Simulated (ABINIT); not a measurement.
Crystal: GaSb.

```
Sb Ga
1.0
     0.00000    3.05900    3.05900
     3.05900    0.00000    3.05900
     3.05900    3.05900    0.00000
Sb Ga
1 1
Direct
  0.75000 0.75000 0.75000
  0.00000 0.00000 0.00000
```

Base run:

| Property | Result |
| --- | --- |
| Program | ABINIT 10.8.3 (patched build) |
| Functional | PBE |
| Potentials or basis | JTH PAW PBE v2.0 |
| Cutoff | 463 eV |
| k mesh | 5 × 5 × 5 |
| Occupations | fermi-dirac, width 0.05 eV |
| Spin | no spin polarisation |

Its results: band gap on the k mesh none (metal or under the smearing width); pressure 2.3 GPa.

Task: After a change of settings the same cell gave: band gap on the k mesh none (metal or under the smearing width); pressure -0.1 GPa. Which change was it?
A. functional from PBE to OLYP; k mesh from 5 × 5 × 5 to 8 × 8 × 8
B. functional from PBE to PBEsol
C. functional from PBE to rPW86PBE; k mesh from 5 × 5 × 5 to 8 × 8 × 8
D. k mesh from 5 × 5 × 5 to 6 × 6 × 6

Result: B.

PBEsol binds more tightly than PBE, so the same cell stands under less pressure.

Caveats: this crystal is a semiconductor, whose small gap the functional closes, so the metal is an error of the method; the PAW data sets were made with another functional, which shifts forces and pressure a little (some runs).
